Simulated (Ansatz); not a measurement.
A relaxed cell of B is given with its symmetry left out. The cell was found from a structure generator's guess, not taken from experiment.

The calculation used DFT PBE, scalar-relativistic, plane waves, PAW in Ansatz. Cutoff 420 eV, Γ-centred mesh, Gaussian smearing, no spin polarisation.

```
CELL_PARAMETERS angstrom
5.61566 0.00000 0.00000
-2.80783 4.86330 0.00000
0.00000 0.00000 3.07839
ATOMIC_POSITIONS crystal
B 0.50000 0.00000 0.50000
B 0.00000 0.50000 0.50000
B 0.50000 0.50000 0.50000
B 0.33333 0.66667 0.00000
B 0.66667 0.33333 0.00000
B 0.33333 0.66667 0.50000
B 0.66667 0.33333 0.50000
B 0.00000 0.00000 0.00000
```

Energies count from the standard state of B at the same level.

(1) Find its symmetry and describe it.

(2) How far does it lie from the standard state of B?

(3) Is it a metal?

## Answers

(1) P6/mmm (No. 191). Conventional cell: a = 5.616 Å, c = 3.078 Å. Around B on a site of symmetry mmm lie 2 B at 1.62 Å, 4 B at 2.24 Å, 4 B at 2.81 Å, 2 B at 3.08 Å and 4 B at 3.20 Å; B on a site of symmetry -6m2 has 2 B at 1.54 Å, 6 B at 2.24 Å, 2 B at 3.08 Å and 6 B at 3.24 Å; B on a second site of symmetry -6m2 is surrounded by 5 B at 1.54–1.62 Å; B on a site of symmetry 6/mmm has 20 B at 3.08–3.24 Å (long contacts).

(2) +1.64 eV/atom. It lies above the standard state, so it could only be metastable.

(3) Yes, bands cross the Fermi level on the 9×9×12 mesh.

The last run used a 9×9×12 mesh (in the run's order of axes) for its 8-atom cell and Gaussian smearing of 0.10 eV. Symmetry constrained the relaxation, so the result can be a saddle point. Another cell of B relaxed alike, in P1, lies 1.26 eV/atom lower, so this cell isn't the stable form at this level.
